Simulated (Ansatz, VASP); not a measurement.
# CdSe (Cadmoselite) in VASP and in Ansatz

INCAR

```
PREC = Accurate ; ENCUT = 520
EDIFF = 1E-7 ; ISMEAR = -1
SIGMA = 0.05 ; LREAL = F
LASPH = T ; NELM = 80
ALGO = Normal ; ISIF = 2
LWAVE = F ; LCHARG = F
GGA = PE ; NBANDS = 26
```

File KPOINTS:

```
Automatic mesh
0
Gamma
  7 7 4
```

Contents of POSCAR:

```
CdSe
1.0
    4.3000000000      0.0000000000      0.0000000000
   -2.1500000000      3.7239092363      0.0000000000
    0.0000000000      0.0000000000      7.0200000000
Cd Se
2 2
Direct
    0.6672760000      0.3314140000      0.5001450000
    0.3390840000      0.6799250000      0.0004670000
    0.6741330000      0.3274550000      0.8799150000
    0.3272760000      0.6622990000      0.3841000000
```

input.yaml

```yaml
crystal:
  lattice:
    - [4.3, 0.0, 0.0]
    - [-2.15, 3.7239092363, 0.0]
    - [0.0, 0.0, 7.02]
  atoms:
    - { symbol: Cd, position: [0.667276, 0.331414, 0.500145] }
    - { symbol: Cd, position: [0.339084, 0.679925, 0.000467] }
    - { symbol: Se, position: [0.674133, 0.327455, 0.879915] }
    - { symbol: Se, position: [0.327276, 0.662299, 0.3841] }
hamiltonian:
  xc: pbe
  pseudopotentials: { kind: paw }
kpoints:
  mp_grid: { grid: [7, 7, 4] }
scf:
  occupations: { method: fermi_dirac, width: 0.05 }
output:
  forces: true
  stress: true
  eigenvalues: true
```

Change from the starting cell: atoms moved at random, drawn with an rms of 0.05 Å.

Alike in both runs: task single point; functional PBE; k mesh 7 × 7 × 4; occupations fermi-dirac, width 0.05 eV; no spin polarisation.

|  | VASP | Ansatz |
| --- | --- | --- |
| version | VASP 6.6.1 | Ansatz 0.2.0 |
| potentials or method | VASP PAW PBE potentials, release 64 (Cd, Se) | Ansatz PAW |
| plane-wave cutoff (eV) | 520 | 420 |
| valence electrons in the cell | 36 | 72 |

VASP gave:

```
gap on the k mesh at the Fermi level (eV)       : 0.67
least direct gap on the mesh (eV)               : 0.67
pressure (GPa)                                  : 3.4
largest component of the traceless stress (GPa) : 1.09
rms of the force components (eV/Å)              : 0.245
```

Problem. What did Ansatz give for the same quantities?

Solution. gap on the k mesh at the Fermi level (eV): 0.67; least direct gap on the mesh (eV): 0.67; pressure (GPa): 3.1; largest component of the traceless stress (GPa): 1.05; rms of the force components (eV/Å): 0.238.

Atom by atom the forces differ by 0.007 eV/Å (rms over components). The two sets of potentials don't hold the same shells in valence.

Caveats: odd divisions of the mesh miss points on the zone boundary, where band edges often lie, so the gap on the mesh can be too wide (Ansatz).
